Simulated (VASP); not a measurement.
# Pm (Fm-3m) in VASP: notebook, part 2 of 2

VASP 6.6.1.

**4. Single point, LDA, collinear spin, ferromagnetic start**

INCAR reads:

```
PREC     = Accurate       # precision mode
ENCUT    = 550            # plane-wave cutoff, eV
EDIFF    = 1E-6           # SCF threshold, eV
ISMEAR   = -1             # smearing method
SIGMA    = 0.2            # smearing width, eV
LREAL    = F              # projectors in reciprocal space
LASPH    = T              # aspherical terms in the spheres
NELM     = 100            # most SCF steps
ALGO     = Normal         # electronic algorithm
ISIF     = 2              # what is computed and relaxed
LWAVE    = F              # write WAVECAR
LCHARG   = F              # write CHGCAR
ISPIN    = 2              # spin polarisation
MAGMOM   = 4              # initial moments
LORBIT   = 11             # projections on sites
LMAXMIX  = 6              # l up to which the mixer works
GGA      = CA             # functional
NBANDS   = 18             # bands
ADDGRID  = F
```

KPOINTS reads:

```
Automatic mesh
0
Gamma
  2 2 2
```

POSCAR reads:

```
Pm
1.0
    0.0000000000      2.5841748100      2.5841748100
    2.5841748100      0.0000000000      2.5841748100
    2.5841748100      2.5841748100      0.0000000000
Pm
1
Direct
    0.0000000000      0.0000000000      0.0000000000
```

Potentials or basis: VASP PAW PBE potentials, release 64 (Pm).

On the command line:

```console
cat potpaw_PBE.64/Pm/POTCAR > POTCAR
mpirun -np 1 vasp_std > vasp.out
```

OUTCAR:

```text
PREC = Accurate
   ENCUT = 550
   EDIFF = 1E-6
   ISMEAR = -1
   LREAL = F
   LASPH = T
   NELM = 100
   ISIF = 2
   ISPIN = 2
   LORBIT = 11
   GGA = CA

 Found      3 irreducible k-points:

 Following reciprocal coordinates:
            Coordinates               Weight
  0.000000  0.000000  0.000000      1.000000
  0.500000  0.000000  0.000000      4.000000
  0.500000  0.500000  0.000000      3.000000
   k-points           NKPTS =      3   k-points in BZ     NKDIM =      3   number of bands    NBANDS=     18
   number of dos      NEDOS =    301   number of ions     NIONS =      1
   total plane-waves  NPLWV =  21952
   dimension x,y,z NGX =    28 NGY =   28 NGZ =   28
   dimension x,y,z NGXF=    56 NGYF=   56 NGZF=   56
   ions per type =               1
   NGX,Y,Z   is equivalent  to a cutoff of  12.74, 12.74, 12.74 a.u.
   NGXF,Y,Z  is equivalent  to a cutoff of  25.47, 25.47, 25.47 a.u.
 SYSTEM =  unknown system
   PREC   = accura    normal or accurate (medium, high low for compatibility)
   ISTART =      0    job   : 0-new  1-cont  2-samecut
   ICHARG =      2    charge: 1-file 2-atom 10-const
   ISPIN  =      2    spin polarized calculation?
   LNONCOLLINEAR =      F non collinear calculations
   LSORBIT =      F    spin-orbit coupling
   LASPH  =      T    aspherical Exc in radial PAW
   ENCUT  =  550.0 eV  40.42 Ry    6.36 a.u.   6.99  6.99  6.99*2*pi/ulx,y,z
   NELM   =    100;   NELMIN=  2; NELMDL= -5     # of ELM steps
   EDIFF  = 0.1E-05   stopping-criterion for ELM
[... 19 lines left out ...]
     AMIX_MAG =   1.60;   BMIX_MAG =  1.00
  volume/ion in A,a.u.               =      34.51       232.91
  Fermi-wavevector in a.u.,A,eV,Ry     =   1.240052  2.343359 20.922086  1.537730
  Thomas-Fermi vector in A             =   2.374509
   LORBIT       =     11    0 simple, 1 ext, 2 COOP (PROOUT), +10 PAW based schemes
[... 5 lines left out ...]
   LRPA    =     F    only Hartree local field effects (RPA)
 spin polarized calculation
  energy-cutoff  :      550.00
  volume of cell :       34.51
 maximum number of plane-waves:      1008
 NGX is ok and might be reduce to    28

 number of electron      15.0000002 magnetization       4.6149145

 Free energy of the ion-electron system (eV)
  ---------------------------------------------------
  ext. energy  EPLUGINS =         0.00000000
  ---------------------------------------------------
  free energy    TOTEN  =        -9.96049149 eV

  energy without entropy =       -9.00866819  energy(sigma->0) =       -9.48457984

 E-fermi :   5.0367     XC(G=0): -10.0760

 val. band max:        5.0196212624   @ k =   0.5000   0.0000   0.0000
 cond. band min:       5.0786720856   @ k =   0.0000   0.0000   0.0000
 fundamental gap:      0.0590508232
 Fermi energy:         5.0367259746

 spin component 1

 k-point     1 :       0.0000    0.0000    0.0000
  band No.  band energies     occupation
      1     -33.1221      1.00000
      2     -13.0667      1.00000
      3     -13.0667      1.00000
      4     -13.0667      1.00000
      5       1.5617      1.00000
      6       4.6399      0.87911
[... 10 lines left out ...]
     17       9.7060      0.00000
     18      15.0414      0.00000

 k-point     2 :       0.5000    0.0000    0.0000
  band No.  band energies     occupation
      1     -33.0103      1.00000
      2     -14.0790      1.00000
      3     -13.1976      1.00000
      4     -13.1976      1.00000
      5       3.7497      0.99840
      6       4.6692      0.86268
[... 10 lines left out ...]
     17      11.5671      0.00000
     18      14.6261      0.00000

 k-point     3 :       0.5000    0.5000    0.0000
  band No.  band energies     occupation
      1     -32.9738      1.00000
      2     -14.0100      1.00000
      3     -13.4270      1.00000
      4     -13.4270      1.00000
      5       3.7178      0.99863
      6       4.4989      0.93639
[... 10 lines left out ...]
     17      12.1456      0.00000
     18      14.5177      0.00000
 Fermi energy:         5.0367259746

 spin component 2

 k-point     1 :       0.0000    0.0000    0.0000
  band No.  band energies     occupation
      1     -31.2590      1.00000
      2     -11.6061      1.00000
      3     -11.6061      1.00000
      4     -11.6061      1.00000
      5       1.9765      1.00000
      6       7.2797      0.00001
[... 10 lines left out ...]
     17      10.4326      0.00000
     18      15.7162      0.00000

 k-point     2 :       0.5000    0.0000    0.0000
  band No.  band energies     occupation
      1     -31.1287      1.00000
      2     -12.7616      1.00000
      3     -11.7530      1.00000
      4     -11.7530      1.00000
      5       4.2212      0.98333
      6       7.2237      0.00002
[... 10 lines left out ...]
     17      12.4141      0.00000
     18      15.3111      0.00000

 k-point     3 :       0.5000    0.5000    0.0000
  band No.  band energies     occupation
      1     -31.0862      1.00000
      2     -12.6789      1.00000
      3     -12.0145      1.00000
      4     -12.0145      1.00000
      5       4.1004      0.99082
      6       5.0002      0.54552
[... 10 lines left out ...]
     17      13.0506      0.00000
     18      15.1631      0.00000

------------------------ aborting loop because EDIFF is reached ----------------------------------------

  FORCE on cell =-STRESS in cart. coord.  units (eV):
  Direction    XX          YY          ZZ          XY          YZ          ZX
  --------------------------------------------------------------------------------------
  -------------------------------------------------------------------------------------
  Total       -3.4418078     -3.4418078     -3.4418078     -0.0000000     -0.0000000     -0.0000000
  in kB     -159.7723188   -159.7723188   -159.7723188     -0.0000000     -0.0000000     -0.0000000
  external PRESSURE =    -159.7723188 kB  Pullay stress =       0.0000000 kB

 VOLUME and BASIS-vectors are now :
 -----------------------------------------------------------------------------
  energy-cutoff  :      550.00
  volume of cell :       34.51
      direct lattice vectors                 reciprocal lattice vectors
     0.000000000  2.584174810  2.584174810    -0.193485363  0.193485363  0.193485363
     2.584174810  0.000000000  2.584174810     0.193485363 -0.193485363  0.193485363
     2.584174810  2.584174810  0.000000000     0.193485363  0.193485363 -0.193485363

 POSITION                                       TOTAL-FORCE (eV/Angst)
 -----------------------------------------------------------------------------------
      0.00000      0.00000      0.00000         0.000000      0.000000     -0.000000
 -----------------------------------------------------------------------------------
    total drift:                               -0.000000     -0.000000     -0.000000

  FREE ENERGIE OF THE ION-ELECTRON SYSTEM (eV)
  ---------------------------------------------------
  free  energy   TOTEN  =        -9.9604914893 eV

  energy  without entropy=       -9.0086681857  energy(sigma->0) =       -9.48457984

 total charge

# of ion       s       p       d       f       tot
--------------------------------------------------
    1        2.046   5.411   0.617   4.292  12.366

 magnetization (x)

# of ion       s       p       d       f       tot
--------------------------------------------------
    1       -0.006   0.011   0.073   4.292   4.370
```

Wall time 4.7 s (1 thread of Intel Xeon 6975P-C (Granite Rapids), shared host); peak memory 0.15 GiB.

The run converged, but some of its settings lie outside the range that counts as converged, so its numbers aren't taken as properties of the crystal.

Results:

| Item | Value |
| --- | --- |
| Free energy | -9.9605 eV |
| Pressure | -16.0 GPa |
| Band gap on the k mesh | none (metal or under the smearing width) |
| Net moment | 4.61 μB per cell |
| Site moments | Pm +4.37 μB |
| Valence electrons inside the program's atomic spheres | Pm 12.37 |

Caveat: the k mesh is coarse (spacing up to 1.05 Å⁻¹), so the values aren't converged; the magnetic or orbital state may not be the lowest; the PAW data sets were made with another functional, which shifts forces and pressure a little; spin-orbit coupling is left out, which moves the levels of the heavy elements.

**5. Single point, LDA, collinear spin, ferromagnetic start**

This run uses another cell than the first one, of the same volume but with other edges.

INCAR is that of step 4.

KPOINTS is that of step 4.

POSCAR reads:

```
Pm
1.0
   -0.0555010000      2.5655700000      2.5293400000
    2.5242190000     -0.0080540000      2.4818930000
    2.6229240000      2.6168280000     -0.1067590000
Pm
1
Direct
    0.0077670000      0.0042080000     -0.0216400000
```

Potentials or basis: VASP PAW PBE potentials, release 64 (Pm).

On the command line:

```console
cat potpaw_PBE.64/Pm/POTCAR > POTCAR
mpirun -np 1 vasp_std > vasp.out
```

OUTCAR:

```text
PREC = Accurate
   ENCUT = 550
   EDIFF = 1E-6
   ISMEAR = -1
   LREAL = F
   LASPH = T
   NELM = 100
   ISIF = 2
   ISPIN = 2
   LORBIT = 11
   GGA = CA

 Found      8 irreducible k-points:

 Following reciprocal coordinates:
            Coordinates               Weight
  0.000000  0.000000  0.000000      1.000000
  0.500000  0.000000  0.000000      1.000000
  0.000000  0.500000 -0.000000      1.000000
  0.500000  0.500000 -0.000000      1.000000
  0.000000  0.000000  0.500000      1.000000
  0.500000 -0.000000  0.500000      1.000000
   k-points           NKPTS =      8   k-points in BZ     NKDIM =      8   number of bands    NBANDS=     18
   number of dos      NEDOS =    301   number of ions     NIONS =      1
[... 338 lines left out ...]
  Total       -3.3728386     -3.3891451     -3.2384976     -0.1153449      0.1782218      0.4900051
  in kB     -156.5706669   -157.3276307   -150.3344183     -5.3544312      8.2732401     22.7465463
  external PRESSURE =    -154.7442387 kB  Pullay stress =       0.0000000 kB

 VOLUME and BASIS-vectors are now :
 -----------------------------------------------------------------------------
  energy-cutoff  :      550.00
  volume of cell :       34.51
      direct lattice vectors                 reciprocal lattice vectors
    -0.055501000  2.565570000  2.529340000    -0.188150331  0.196421533  0.191996440
     2.524219000 -0.008054000  2.481893000     0.199708474 -0.192047705  0.199180755
     2.622924000  2.616828000 -0.106759000     0.185079531  0.188976904 -0.187622612

 POSITION                                       TOTAL-FORCE (eV/Angst)
 -----------------------------------------------------------------------------------
      2.57635      2.58009     -0.07436         0.000000     -0.000000     -0.000000
 -----------------------------------------------------------------------------------
    total drift:                               -0.000001      0.000005     -0.000000

  FREE ENERGIE OF THE ION-ELECTRON SYSTEM (eV)
  ---------------------------------------------------
  free  energy   TOTEN  =        -9.9420680515 eV

  energy  without entropy=       -8.9915085186  energy(sigma->0) =       -9.46678829

 total charge

# of ion       s       p       d       f       tot
--------------------------------------------------
    1        2.046   5.411   0.618   4.293  12.368

 magnetization (x)

# of ion       s       p       d       f       tot
--------------------------------------------------
    1       -0.006   0.011   0.074   4.293   4.372
```

Wall time 8.1 s (1 thread of Intel Xeon 6975P-C (Granite Rapids), shared host); peak memory 0.15 GiB.

These settings aren't checked as converged: the numbers below hold their error.

What came out:

```yaml
Free_energy: -9.9421 eV
Pressure: -15.5 GPa
Band_gap_on_the_k_mesh: none (metal or under the smearing width)
Net_moment: 4.62 μB per cell
Site_moments: Pm +4.37 μB
Valence_electrons_inside_the_program's_atomic_spheres: Pm 12.37
```

Caveat: the k mesh is coarse (spacing up to 1.07 Å⁻¹), so the values aren't converged; the magnetic or orbital state may not be the lowest; the PAW data sets were made with another functional, which shifts forces and pressure a little; spin-orbit coupling is left out, which moves the levels of the heavy elements.

**6. Single point, LDA, collinear spin, ferromagnetic start**

INCAR, as its differences from that of step 5:

```diff
@@ -1,3 +1,3 @@
 PREC     = Accurate       # precision mode
-ENCUT    = 550            # plane-wave cutoff, eV
+ENCUT    = 300            # plane-wave cutoff, eV
 EDIFF    = 1E-6           # SCF threshold, eV
```

KPOINTS reads:

```
Automatic mesh
0
Gamma
  3 3 3
```

POSCAR reads:

```
Pm
1.0
    0.0000000000      2.5841748100      2.5841748100
    2.5841748100      0.0000000000      2.5841748100
    2.5841748100      2.5841748100      0.0000000000
Pm
1
Direct
    0.0000000000      0.0000000000      0.0000000000
```

Potentials or basis: VASP PAW PBE potentials, release 64 (Pm).

On the command line:

```console
cat potpaw_PBE.64/Pm/POTCAR > POTCAR
mpirun -np 1 vasp_std > vasp.out
```

It took 3.5 s on 1 thread of Intel Xeon 6975P-C (Granite Rapids), shared host; peak memory 0.13 GiB.

The run converged, but a check on its numbers failed (symmetry, net force, bounds or a known fault of this set-up), so they aren't taken as properties of the crystal.

Caveat: the k mesh is coarse (spacing up to 0.70 Å⁻¹), so the values aren't converged; the cutoff lies under the usual one of these potentials, so the numbers hold a large basis-set error; the magnetic or orbital state may not be the lowest; the PAW data sets were made with another functional, which shifts forces and pressure a little; spin-orbit coupling is left out, which moves the levels of the heavy elements.

**7. For comparison**

An earlier run on the cell as given: functional PBE; potentials or basis VASP PAW PBE potentials, release 64 (Pm); cutoff 520 eV; k mesh 9 × 9 × 9; occupations fermi-dirac, width 0.05 eV; collinear spin, ferromagnetic start; starting moments [4.0] μB.

- Pressure: 1.1 GPa
- Band gap on the k mesh: none (metal or under the smearing width)
- Net moment: 5.45 μB per cell
- Site moments: Pm +4.67 μB
- Valence electrons inside the program's atomic spheres: Pm 12.42
